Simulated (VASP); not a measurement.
# HfN (P6/mmm) in VASP: further runs, part 2 of 2

VASP 6.6.1.

## Step 3: Single point, HSE(alpha, omega)

The input, POSCAR:

```
HfN
1.0
    3.4332100000      0.0000000000      0.0000000000
   -1.7166000000      2.9732400000      0.0000000000
    0.0000000000      0.0000000000      3.9698200000
Hf N
1 1
Direct
    0.0000000000      0.0000000000      0.5000000000
    0.0000000000      0.0000000000      0.0000000000
```

The input, INCAR.step1:

```
SYSTEM = HfN
ALGO     = Normal         ! electronic algorithm
EDIFF    = 1E-5           ! SCF threshold, eV
ENCUT    = 520            ! plane-wave cutoff, eV
GGA      = PE             ! functional
ISIF     = 2              ! what is computed and relaxed
ISMEAR   = -1             ! smearing method
LASPH    = .TRUE.         ! aspherical terms in the spheres
LCHARG   = .FALSE.        ! write CHGCAR
LREAL    = .FALSE.        ! projectors in reciprocal space
LWAVE    = .TRUE.         ! write WAVECAR
NBANDS   = 14             ! bands
NELM     = 100            ! most SCF steps
PREC     = Accurate       ! precision mode
SIGMA    = 0.05           ! smearing width, eV
```

The input, INCAR.step2:

```
SYSTEM = HfN
AEXX     = 0.2            ! exact-exchange fraction
ALGO     = Normal         ! electronic algorithm
EDIFF    = 1E-6           ! SCF threshold, eV
ENCUT    = 520            ! plane-wave cutoff, eV
GGA      = PE             ! functional
HFSCREEN = 0.2            ! screening, 1/A
ISIF     = 2              ! what is computed and relaxed
ISMEAR   = -1             ! smearing method
ISTART   = 1            
LASPH    = .TRUE.         ! aspherical terms in the spheres
LCHARG   = .FALSE.        ! write CHGCAR
LHFCALC  = .TRUE.         ! exact exchange
LREAL    = .FALSE.        ! projectors in reciprocal space
LWAVE    = .FALSE.        ! write WAVECAR
NBANDS   = 14             ! bands
NELM     = 100            ! most SCF steps
PREC     = Accurate       ! precision mode
PRECFOCK = Fast         
SIGMA    = 0.05           ! smearing width, eV
```

The input, KPOINTS:

```
k-points
0
G
  5 5 4
  0 0 0
```

Potentials or basis: VASP PAW PBE potentials, release 64 (Hf_pv, N).

On the command line:

```
$ cat potpaw_PBE.64/Hf_pv/POTCAR potpaw_PBE.64/N/POTCAR > POTCAR
$ cp INCAR.step1 INCAR
$ mpirun -np 1 vasp_std > vasp.out
$ cp INCAR.step2 INCAR
$ mpirun -np 1 vasp_std > vasp.out
```

OUTCAR:

```text
SYSTEM = HfN
   AEXX = 0.2
   EDIFF = 1E-6
   ENCUT = 520
   GGA = PE
   HFSCREEN = 0.2
   ISIF = 2
   ISMEAR = -1
   ISTART = 1
   LASPH = .TRUE.
   LHFCALC = .TRUE.
   LREAL = .FALSE.
   NELM = 100
   PREC = Accurate
   PRECFOCK = Fast

 ion  position               nearest neighbor table
   1  0.000  0.000  0.500-   2 1.98   2 1.98
   2  0.000  0.000  0.000-   1 1.98   1 1.98

  LATTYP: Found a hexagonal cell.
 ALAT       =     3.4332100000
 C/A-ratio  =     1.1562997894

  Lattice vectors:

 A1 = (   3.4332100000,   0.0000000000,   0.0000000000)
 A2 = (  -1.7166000000,   2.9732400000,   0.0000000000)
 A3 = (   0.0000000000,   0.0000000000,   3.9698200000)

Analysis of symmetry for initial positions (statically):
=====================================================================
 Subroutine PRICEL returns:
 Original cell was already a primitive cell.

 Routine SETGRP: Setting up the symmetry group for a
 hexagonal supercell.

 Subroutine GETGRP returns: Found 24 space group operations
 (whereof 24 operations were pure point group operations)
 out of a pool of 24 trial point group operations.

The static configuration has the point symmetry D_6h.

Analysis of symmetry for dynamics (positions and initial velocities):
=====================================================================
 Subroutine PRICEL returns:
 Original cell was already a primitive cell.

 Routine SETGRP: Setting up the symmetry group for a
 hexagonal supercell.

 Subroutine GETGRP returns: Found 24 space group operations
 (whereof 24 operations were pure point group operations)
 out of a pool of 24 trial point group operations.

The dynamic configuration has the point symmetry D_6h.

 Subroutine INISYM returns: Found 24 space group operations
 (whereof 24 operations are pure point group operations),
[... 120 lines left out ...]
   HFSCREENC=   0.2000 screening length for correlation (either q_TF or 0.3 A-1)
   ENCUTFOCK=  -1.0 apply spherical cutoff to Coloumb kernel
   IVDW    =     0    specifies the selected vdW correction
   LEPSILON=     F    determine dielectric tensor
   LRPA    =     F    only Hartree local field effects (RPA)
 non-spin polarized calculation
  energy-cutoff  :      520.00
  volume of cell :       40.52
 maximum number of plane-waves:      1119
 NGX is ok and might be reduce to    28
  NGX = 14; NGY = 14; NGZ = 16

 number of electron      15.0000001 magnetization

 Free energy of the ion-electron system (eV)
  ---------------------------------------------------
  ext. energy  EPLUGINS =         0.00000000
  ---------------------------------------------------
  free energy    TOTEN  =       -19.41618571 eV

  energy without entropy =      -19.40057339  energy(sigma->0) =      -19.40837955

 E-fermi :   1.6412     XC(G=0):  -8.4089

 val. band max:        1.4572190554   @ k =   0.2000   0.0000   0.0000
 cond. band min:       1.6498044556   @ k =   0.2000   0.2000   0.0000
 fundamental gap:      0.1925854002
 Fermi energy:         1.6411697927

 k-point     1 :       0.0000    0.0000    0.0000
  band No.  band energies     occupation
      1     -30.6477      2.00000
      2     -30.6477      2.00000
      3     -30.5004      2.00000
      4     -13.2726      2.00000
      5      -2.3455      2.00000
      6       1.2310      1.99945
      7       1.9600      0.00340
      8       1.9600      0.00340
      9       3.9386      0.00000
     10       3.9386      0.00000
     11       6.4046      0.00000
     12       6.4046      0.00000
     13      11.0801      0.00000
     14      11.9800      0.00000
[... 224 lines left out ...]
      1     -30.8962      2.00000
      2     -30.7724      2.00000
      3     -30.5920      2.00000
      4     -10.7155      2.00000
      5      -3.3740      2.00000
      6      -2.1152      2.00000
      7      -0.9868      2.00000
      8       1.6897      0.54939
      9       3.3978      0.00000
     10       7.9806      0.00000
     11       8.7855      0.00000
     12       9.1011      0.00000
     13       9.2867      0.00000
     14      12.3353      0.00000

------------------------ aborting loop because EDIFF is reached ----------------------------------------

  FORCE on cell =-STRESS in cart. coord.  units (eV):
  Direction    XX          YY          ZZ          XY          YZ          ZX
  --------------------------------------------------------------------------------------
  -------------------------------------------------------------------------------------
  Total        0.5377801      0.5377775     -2.2900733      0.0000009      0.0000000      0.0000000
  in kB       21.2624917     21.2623905    -90.5438192      0.0000358      0.0000000      0.0000000
  external PRESSURE =     -16.0063123 kB  Pullay stress =       0.0000000 kB

 VOLUME and BASIS-vectors are now :
 -----------------------------------------------------------------------------
  energy-cutoff  :      520.00
  volume of cell :       40.52
      direct lattice vectors                 reciprocal lattice vectors
     3.433210000  0.000000000  0.000000000     0.291272599  0.168166224  0.000000000
    -1.716600000  2.973240000  0.000000000     0.000000000  0.336333428  0.000000000
     0.000000000  0.000000000  3.969820000     0.000000000  0.000000000  0.251900590

 POSITION                                       TOTAL-FORCE (eV/Angst)
 -----------------------------------------------------------------------------------
      0.00000      0.00000      1.98491         0.000000      0.000000      0.000000
      0.00000      0.00000      0.00000        -0.000000      0.000000      0.000000
 -----------------------------------------------------------------------------------
    total drift:                               -0.000000     -0.000000      0.000000

  FREE ENERGIE OF THE ION-ELECTRON SYSTEM (eV)
  ---------------------------------------------------
  free  energy   TOTEN  =       -19.4161857051 eV

  energy  without entropy=      -19.4005733912  energy(sigma->0) =      -19.40837955
```

OSZICAR.step1:

```text
N       E                     dE             d eps       ncg     rms          rms(c)
DAV:   1     0.351566979492E+02    0.35157E+02   -0.75658E+03   420   0.955E+02
DAV:   2    -0.201102980931E+02   -0.55267E+02   -0.48349E+02   576   0.203E+02
DAV:   3    -0.229056452518E+02   -0.27953E+01   -0.27752E+01   516   0.363E+01
[... 14 lines left out ...]
DAV:  18    -0.171348776622E+02    0.52731E-02   -0.89504E-03   468   0.696E-01    0.323E+00
DAV:  19    -0.171340487072E+02    0.82896E-03   -0.17518E-03   528   0.320E-01    0.160E+00
DAV:  20    -0.171338443492E+02    0.20436E-03   -0.49412E-04   480   0.165E-01    0.647E-01
DAV:  21    -0.171338168596E+02    0.27490E-04   -0.89136E-05   522   0.727E-02    0.193E-01
DAV:  22    -0.171338135351E+02    0.33245E-05   -0.83319E-06   258   0.232E-02
   1 F= -.17133814E+02 E0= -.17123004E+02  d E =-.216186E-01
```

Run time: 2.9 min. Hardware: 1 thread of Intel Xeon 6975P-C (Granite Rapids), shared host; peak memory 0.26 GiB.

What came out:

| Item | Value |
| --- | --- |
| Free energy | -19.4162 eV |
| Pressure | -1.6 GPa |
| Band gap on the k mesh | none (metal or under the smearing width) |

Caveat: the k mesh is coarse (spacing up to 0.42 Å⁻¹), so the values aren't converged, least of all with exact exchange; the PAW data sets were made with another functional, which shifts forces and pressure a little.

## Step 4: Single point, HSE(alpha, omega)

POSCAR is that of step 3.

INCAR.step1 is that of step 3.

INCAR.step2: that of step 3 with these lines changed.

```diff
@@ -1,3 +1,3 @@
 SYSTEM = HfN
-AEXX     = 0.2            ! exact-exchange fraction
+AEXX     = 0.25           ! exact-exchange fraction
 ALGO     = Normal         ! electronic algorithm
```

KPOINTS is that of step 3.

On the command line:

```
$ cat potpaw_PBE.64/Hf_pv/POTCAR potpaw_PBE.64/N/POTCAR > POTCAR
$ cp INCAR.step1 INCAR
$ mpirun -np 1 vasp_std > vasp.out
$ cp INCAR.step2 INCAR
$ mpirun -np 1 vasp_std > vasp.out
```

It took 3.3 min on 1 thread of Intel Xeon 6975P-C (Granite Rapids), shared host; peak memory 0.26 GiB.

It converged, with:

```
Free energy            : -20.0052 eV
Pressure               : -1.3 GPa
Band gap on the k mesh : none (metal or under the smearing width)
```

Stress tensor (GPa, compression positive):
```
 2.56  0.00  0.00
 0.00  2.56  0.00
 0.00  0.00 -9.08
```

Levels at points of the mesh, in eV from the Fermi level:
```tsv
k point	band 4	band 5	band 6	band 7	band 8	band 9	band 10	band 11	band 12	band 13
(0.00, 0.00, 0.00)	-15.24	-4.10	-0.49	0.38	0.38	2.44	2.44	4.93	4.93	9.61
(0.00, 0.00, 0.50)	-13.15	-5.77	-3.61	-1.42	-1.42	2.61	2.61	5.66	8.64	8.64
```

Caveat: the k mesh is coarse (spacing up to 0.42 Å⁻¹), so the values aren't converged, least of all with exact exchange; the PAW data sets were made with another functional, which shifts forces and pressure a little. The run has no spin-orbit coupling, so splittings on Hf are missing.

## Step 5: Single point, HSE(alpha, omega)

POSCAR is that of step 4.

INCAR.step1 is that of step 4.

INCAR.step2: that of step 4 with these lines changed.

```diff
@@ -1,3 +1,3 @@
 SYSTEM = HfN
-AEXX     = 0.25           ! exact-exchange fraction
+AEXX     = 0.3            ! exact-exchange fraction
 ALGO     = Normal         ! electronic algorithm
```

KPOINTS is that of step 4.

Potentials or basis: VASP PAW PBE potentials, release 64 (Hf_pv, N).

On the command line:

```
$ cat potpaw_PBE.64/Hf_pv/POTCAR potpaw_PBE.64/N/POTCAR > POTCAR
$ cp INCAR.step1 INCAR
$ mpirun -np 1 vasp_std > vasp.out
$ cp INCAR.step2 INCAR
$ mpirun -np 1 vasp_std > vasp.out
```

OUTCAR:

```text
SYSTEM = HfN
   AEXX = 0.3
   EDIFF = 1E-6
   ENCUT = 520
   GGA = PE
   HFSCREEN = 0.2
   ISIF = 2
   ISMEAR = -1
   ISTART = 1
   LASPH = .TRUE.
   LHFCALC = .TRUE.
   LREAL = .FALSE.
   NELM = 100
   PREC = Accurate
   PRECFOCK = Fast

 ion  position               nearest neighbor table
   1  0.000  0.000  0.500-   2 1.98   2 1.98
   2  0.000  0.000  0.000-   1 1.98   1 1.98

  LATTYP: Found a hexagonal cell.
 ALAT       =     3.4332100000
[... 441 lines left out ...]
     14      12.5368      0.00000

------------------------ aborting loop because EDIFF is reached ----------------------------------------

  FORCE on cell =-STRESS in cart. coord.  units (eV):
  Direction    XX          YY          ZZ          XY          YZ          ZX
  --------------------------------------------------------------------------------------
  -------------------------------------------------------------------------------------
  Total        0.5203796      0.5203771      1.1455367      0.0000009      0.0000000     -0.0000000
  in kB       20.5745181     20.5744202     45.2916816      0.0000346      0.0000000     -0.0000000
  external PRESSURE =      28.8135400 kB  Pullay stress =       0.0000000 kB

 VOLUME and BASIS-vectors are now :
 -----------------------------------------------------------------------------
  energy-cutoff  :      520.00
  volume of cell :       40.52
      direct lattice vectors                 reciprocal lattice vectors
     3.433210000  0.000000000  0.000000000     0.291272599  0.168166224  0.000000000
    -1.716600000  2.973240000  0.000000000     0.000000000  0.336333428  0.000000000
     0.000000000  0.000000000  3.969820000     0.000000000  0.000000000  0.251900590

 POSITION                                       TOTAL-FORCE (eV/Angst)
 -----------------------------------------------------------------------------------
      0.00000      0.00000      1.98491         0.000000      0.000000      0.000000
      0.00000      0.00000      0.00000         0.000000      0.000000      0.000000
 -----------------------------------------------------------------------------------
    total drift:                                0.000000     -0.000000     -0.000000

  FREE ENERGIE OF THE ION-ELECTRON SYSTEM (eV)
  ---------------------------------------------------
  free  energy   TOTEN  =       -20.6081171355 eV

  energy  without entropy=      -20.6027678521  energy(sigma->0) =      -20.60544249
```

OUTCAR.step1:

```text
SYSTEM = HfN
   EDIFF = 1E-5
   ENCUT = 520
   GGA = PE
   ISIF = 2
   ISMEAR = -1
   LASPH = .TRUE.
[... 466 lines left out ...]
      0.00000      0.00000      1.98491         0.000000      0.000000      0.000000
      0.00000      0.00000      0.00000         0.000000      0.000000      0.000000
 -----------------------------------------------------------------------------------
    total drift:                               -0.000000     -0.000000      0.000000

  FREE ENERGIE OF THE ION-ELECTRON SYSTEM (eV)
  ---------------------------------------------------
  free  energy   TOTEN  =       -17.1338135351 eV

  energy  without entropy=      -17.1121949162  energy(sigma->0) =      -17.12300423
```

It took 4.2 min on 1 thread of Intel Xeon 6975P-C (Granite Rapids), shared host; peak memory 0.27 GiB.

What came out:

- Free energy: -20.6081 eV
- Pressure: 2.9 GPa
- Band gap on the k mesh: none (metal or under the smearing width)

Levels at points of the mesh, in eV from the Fermi level:
```csv
k point,band 4,band 5,band 6,band 7,band 8,band 9,band 10,band 11,band 12,band 13
"(0.00, 0.00, 0.00)",-15.45,-4.07,-0.67,0.70,0.70,2.75,2.75,5.30,5.30,9.84
"(0.00, 0.00, 0.50)",-13.35,-5.89,-3.57,-1.23,-1.23,2.92,2.92,5.82,9.11,9.11
```

Caveat: the k mesh is coarse (spacing up to 0.42 Å⁻¹), so the values aren't converged, least of all with exact exchange; the PAW data sets were made with another functional, which shifts forces and pressure a little. The run has no spin-orbit coupling, so splittings on Hf are missing.

## Step 6: Single point, HSE(alpha, omega)

POSCAR is that of step 5.

INCAR.step1 is that of step 5.

INCAR.step2: that of step 5 with these lines changed.

```diff
@@ -1,3 +1,3 @@
 SYSTEM = HfN
-AEXX     = 0.3            ! exact-exchange fraction
+AEXX     = 0.4            ! exact-exchange fraction
 ALGO     = Normal         ! electronic algorithm
```

KPOINTS is that of step 5.

Potentials or basis: VASP PAW PBE potentials, release 64 (Hf_pv, N).

On the command line:

```
$ cat potpaw_PBE.64/Hf_pv/POTCAR potpaw_PBE.64/N/POTCAR > POTCAR
$ cp INCAR.step1 INCAR
$ mpirun -np 1 vasp_std > vasp.out
$ cp INCAR.step2 INCAR
$ mpirun -np 1 vasp_std > vasp.out
```

OUTCAR:

```text
SYSTEM = HfN
   AEXX = 0.4
   EDIFF = 1E-6
   ENCUT = 520
   GGA = PE
   HFSCREEN = 0.2
   ISIF = 2
   ISMEAR = -1
   ISTART = 1
   LASPH = .TRUE.
   LHFCALC = .TRUE.
   LREAL = .FALSE.
   NELM = 100
   PREC = Accurate
   PRECFOCK = Fast

 ion  position               nearest neighbor table
   1  0.000  0.000  0.500-   2 1.98   2 1.98
   2  0.000  0.000  0.000-   1 1.98   1 1.98

  LATTYP: Found a hexagonal cell.
 ALAT       =     3.4332100000
[... 441 lines left out ...]
     14      12.7576      0.00000

------------------------ aborting loop because EDIFF is reached ----------------------------------------

  FORCE on cell =-STRESS in cart. coord.  units (eV):
  Direction    XX          YY          ZZ          XY          YZ          ZX
  --------------------------------------------------------------------------------------
  -------------------------------------------------------------------------------------
  Total        0.6091472      0.6091443      0.4524338      0.0000010      0.0000000      0.0000000
  in kB       24.0841715     24.0840569     17.8881115      0.0000405      0.0000000      0.0000000
  external PRESSURE =      22.0187800 kB  Pullay stress =       0.0000000 kB

 VOLUME and BASIS-vectors are now :
 -----------------------------------------------------------------------------
  energy-cutoff  :      520.00
  volume of cell :       40.52
      direct lattice vectors                 reciprocal lattice vectors
     3.433210000  0.000000000  0.000000000     0.291272599  0.168166224  0.000000000
    -1.716600000  2.973240000  0.000000000     0.000000000  0.336333428  0.000000000
     0.000000000  0.000000000  3.969820000     0.000000000  0.000000000  0.251900590

 POSITION                                       TOTAL-FORCE (eV/Angst)
 -----------------------------------------------------------------------------------
      0.00000      0.00000      1.98491         0.000000      0.000000      0.000000
      0.00000      0.00000      0.00000         0.000000      0.000000      0.000000
 -----------------------------------------------------------------------------------
    total drift:                               -0.000000     -0.000000     -0.000000

  FREE ENERGIE OF THE ION-ELECTRON SYSTEM (eV)
  ---------------------------------------------------
  free  energy   TOTEN  =       -21.8642472525 eV

  energy  without entropy=      -21.8629561594  energy(sigma->0) =      -21.86360171
```

Run time: 3.5 min. Hardware: 1 thread of Intel Xeon 6975P-C (Granite Rapids), shared host; peak memory 0.26 GiB.

Results:

```
Free energy            : -21.8642 eV
Pressure               : 2.2 GPa
Band gap on the k mesh : none (metal or under the smearing width)
```

Stress tensor (GPa, compression positive):
```
2.41 0.00 0.00
0.00 2.41 0.00
0.00 0.00 1.79
```

Levels at points of the mesh, in eV from the Fermi level:
| k point | band 6 | band 7 | band 8 | band 9 | band 10 | band 11 |
| --- | --- | --- | --- | --- | --- | --- |
| (0.00, 0.00, 0.00) | -0.97 | 0.83 | 0.83 | 3.15 | 3.15 | 5.69 |
| (0.00, 0.00, 0.50) | -3.72 | -1.27 | -1.27 | 3.33 | 3.33 | 6.10 |

Caveat: the k mesh is coarse (spacing up to 0.42 Å⁻¹), so the values aren't converged, least of all with exact exchange; the PAW data sets were made with another functional, which shifts forces and pressure a little.

## Step 7: Summary

```tsv
share of exact exchange	gap on the mesh (eV)	pressure (GPa)
0.15	none	-1.6
0.2	none	-1.6
0.25	none	-1.3
0.3	none	2.9
0.4	none	2.2
```

Alike in all rows: task single point; level HSE(alpha, omega); potentials or basis VASP PAW PBE potentials, release 64 (Hf_pv, N); no spin polarisation; cell as given; k mesh 5 × 5 × 4; cutoff (eV) 520; smearing fermi-dirac 0.05 eV; the mesh is coarse, so values aren't converged.

Caveats: all runs use coarse meshes; the PAW data sets were made with another functional, which shifts forces and pressure a little.

Absolute energies hang on the potentials; compare differences alone.
